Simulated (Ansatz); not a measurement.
TiSi₂ (Cmcm), an elastic constant from a strain scan

Level of theory: DFT PBEsol, scalar-relativistic, plane waves, PAW (Ansatz). The runs took a 420 eV cutoff, a Γ-centred 14×14×14 mesh and Gaussian smearing (0.15 eV). No spin polarisation. Energies are free energies at this smearing, counted from the undisturbed cell; pressure is positive in compression.

Reference structure (relaxed at this level; this form isn't the usual structure):

```
Ti Si
1.0
     1.75852   -6.67412    0.00000
     1.75852    6.67412    0.00000
     0.00000    0.00000    3.55562
Ti Si
2 4
Direct
  0.89752 0.10248 0.75000
  0.10248 0.89752 0.25000
  0.55999 0.44001 0.75000
  0.44001 0.55999 0.25000
  0.24972 0.75028 0.75000
  0.75028 0.24972 0.25000
```

The cell is strained by ε times the Voigt pattern (0, 1, 0, 0, 0, 0) (xx, yy, zz, yz, xz, xy; engineering shear) with fractional coordinates fixed. The cell holds 6 atoms in V0 = 83.46 Å³. The stress column is τ = (1/V0) dE/dε, got from the stress tensor σ (compression positive) at each point as −det(1 + εP) σ : P(1 + εP)⁻¹, with P the pattern as a tensor.

```csv
ε,ΔE (meV/atom),τ (GPa)
-0.0600,47.762,-19.764
-0.0300,11.045,-8.812
0.0000,0.000,0.001
0.0150,2.464,3.711
0.0450,20.578,9.958
0.0600,?,?
```

Question: Which combination of elastic constants does this scan measure, and how large is it?

Answer: For small ε, τ = τ0 + Kε with K = pᵀCp, which for this pattern is C22 in the Cartesian frame shown. The parabola through τ at ε = -0.0300, 0 and 0.0150 has slope K = 263 GPa at zero. The energies per cell, E = NΔE, of the same two points give K = 2[E(ε₊)/ε₊ − E(ε₋)/ε₋]/[(ε₊ − ε₋)V0] = 273 GPa, in agreement. These are clamped-ion values.

Question: Predict the withheld row at ε = 0.0600 from the harmonic law, and compare.

Answer: ΔE = V0(τ0 ε + Kε²/2)/N = 41.074 meV/atom and τ = 15.77 GPa. The calculation gives 35.286 meV/atom and 12.58 GPa: the energy lies 14 % below the harmonic value, as bonds soften when stretched.

Forces appear on the atoms along this scan, and letting them relax would lower the energy and soften the response. In a metal these slopes depend on the k mesh and the smearing.